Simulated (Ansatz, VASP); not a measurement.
**One calculation of Mg, two programs**

```
Mg
1.0
     3.20930    0.00000    0.00000
    -1.60465    2.77934    0.00000
     0.00000    0.00000    5.21030
Mg
2
Cartesian
  0.0000 1.8529 1.3026
  1.6047 0.9264 3.9077
```

Alike in both runs: task single point; functional PBE; k mesh 6 × 6 × 4; occupations gaussian, width 0.1 eV; no spin polarisation.

|  | VASP | Ansatz |
| --- | --- | --- |
| version | VASP 6.6.1 | Ansatz 0.2.0 |
| potentials or method | VASP PAW PBE potentials, release 64 (Mg) | scalar-relativistic, plane waves, PAW |
| plane-wave cutoff (eV) | 520 | 420 |
| valence electrons in the cell | 4 | 20 |

VASP gave:

- gap on the k mesh at the Fermi level (eV): none
- pressure (GPa): -0.5
- largest component of the traceless stress (GPa): 0.05

Problem. Which values does Ansatz return?

Solution. gap on the k mesh at the Fermi level (eV): none; pressure (GPa): -0.4; largest component of the traceless stress (GPa): 0.05.

A gap of «none» marks a metal or a gap that the smearing closes. With one functional, cell and mesh, what is left measures potentials, basis and numerics. The two sets of potentials don't hold the same shells in valence.

Caveats: the k mesh is coarse (spacing up to 0.38 Å⁻¹), so the values aren't converged.
